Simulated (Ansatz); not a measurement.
# Al: the cost of one run

Method: DFT PBE, scalar-relativistic, plane waves, PAW, in Ansatz 0.2.0.

## (1) Starting point

The structure is cubic, space group Fm-3m (No. 225). The conventional cell has a = 4.041 Å, b = 4.041 Å, c = 4.041 Å, α = 90.00°, β = 90.00°, γ = 90.00°. Around Al (site symmetry m-3m) lie 12 Al at 2.86 Å.

Structure file:

```cif
data_structure
_symmetry_space_group_name_H-M 'Fm-3m'
_symmetry_Int_Tables_number 225
_cell_length_a 4.0406
_cell_length_b 4.0406
_cell_length_c 4.0406
_cell_angle_alpha 90.000
_cell_angle_beta 90.000
_cell_angle_gamma 90.000
_cell_volume 65.97
loop_
_atom_site_label
_atom_site_type_symbol
_atom_site_symmetry_multiplicity
_atom_site_Wyckoff_symbol
_atom_site_fract_x
_atom_site_fract_y
_atom_site_fract_z
_atom_site_occupancy
Al1 Al 4 a 0.00000 0.00000 0.00000 1
```

It is the result of an earlier relaxation at this level (volume 16.49 Å³/atom; gap on the mesh: none (metal)).

## (2) Bulk reference on the slab's mesh

Contents of input.yaml:

```yaml
crystal:
  lattice:
    - [2.857151384, 0.0, 0.0]
    - [0.0, 4.040622237, 0.0]
    - [1.428575692, 2.0203111185, 1.428575692]
  atoms:
    - { symbol: Al, position: [0.0, 0.0, 0.0] }
basis:
  ecutwfc: 420
kpoints:
  mp_grid: { grid: [12, 9, 24] }
hamiltonian:
  xc: pbe
scf:
  occupations: { method: gaussian, width: 0.1 }
output:
  forces: true
  stress: true
  eigenvalues: true
```

Launch:

```bash
$ ansatz run input.yaml --threads 1 --pin off --max-ram 2560MiB --backend cpu --events-out ev --progress --plain --runs-dir out
```

**Question.** How long does this run take on 1 thread of Intel Xeon Platinum 8259CL at 2.50GHz (Skylake/Cascade Lake), shared host, and how much memory does it need?

About 5.9 s, with a peak of 0.42 GiB.
